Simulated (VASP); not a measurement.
Set up this calculation in VASP 6.6.1, as the native input.

- Task: band structure
- Functional: PBE
- Potentials or basis: VASP PAW PBE potentials, release 64 (Sr_sv, O)
- Cutoff: 520 eV
- k mesh: 10 × 10 × 10
- Occupations: gaussian, width 0.02 eV
- Spin: no spin polarisation
- Further INCAR settings: ALGO = Fast; EDIFF = 1e-07; NBANDS = 15

The structure of SrO lies in POSCAR:

```
SrO
1.0
    0.0000000000      2.5650000000      2.5650000000
    2.5650000000      0.0000000000      2.5650000000
    2.5650000000      2.5650000000      0.0000000000
Sr O
1 1
Direct
    0.0000000000      0.0000000000      0.0000000000
    0.5000000000      0.5000000000      0.5000000000
```

The cell was built by a generator and needn't be a form met in nature.

The input as run:

INCAR

```
PREC = Accurate
ENCUT = 520
EDIFF = 1E-7
ISMEAR = 0
SIGMA = 0.02
LREAL = False
LASPH = True
NELM = 100
ALGO = Fast
ISIF = 2
LWAVE = False
LCHARG = False
GGA = PE
NBANDS = 15
```

KPOINTS

```
regular mesh
0
Gamma
  10 10 10
```

KPOINTS_OPT

```
path GXWKGLUWLK,UX
20
line-mode
reciprocal
 0.0000000000  0.0000000000  0.0000000000  G
 0.5000000000  0.0000000000  0.5000000000  X

 0.5000000000  0.0000000000  0.5000000000  X
 0.5000000000  0.2500000000  0.7500000000  W

 0.5000000000  0.2500000000  0.7500000000  W
 0.3750000000  0.3750000000  0.7500000000  K

 0.3750000000  0.3750000000  0.7500000000  K
 0.0000000000  0.0000000000  0.0000000000  G

 0.0000000000  0.0000000000  0.0000000000  G
 0.5000000000  0.5000000000  0.5000000000  L

 0.5000000000  0.5000000000  0.5000000000  L
 0.6250000000  0.2500000000  0.6250000000  U

 0.6250000000  0.2500000000  0.6250000000  U
 0.5000000000  0.2500000000  0.7500000000  W

 0.5000000000  0.2500000000  0.7500000000  W
 0.5000000000  0.5000000000  0.5000000000  L

 0.5000000000  0.5000000000  0.5000000000  L
 0.3750000000  0.3750000000  0.7500000000  K

 0.6250000000  0.2500000000  0.6250000000  U
 0.5000000000  0.0000000000  0.5000000000  X
```

Potentials or basis: VASP PAW PBE potentials, release 64 (Sr_sv, O).

Launch:

```bash
$ cat potpaw_PBE.64/Sr_sv/POTCAR potpaw_PBE.64/O/POTCAR > POTCAR
$ mpirun -np 1 vasp_std > vasp.out
```

It gave:

```json
{
  "Pressure": "4.1 GPa",
  "Band gap on the k mesh": "3.26 eV, indirect (least direct gap 3.34 eV)",
  "Band gap along the path": "3.26 eV, indirect (least direct gap 3.34 eV)"
}
```

Wall time 71 s on 1 thread of AMD EPYC 7R43 64-Core Processor (Zen 3), with other jobs on the host, peak memory 0.16 GiB.
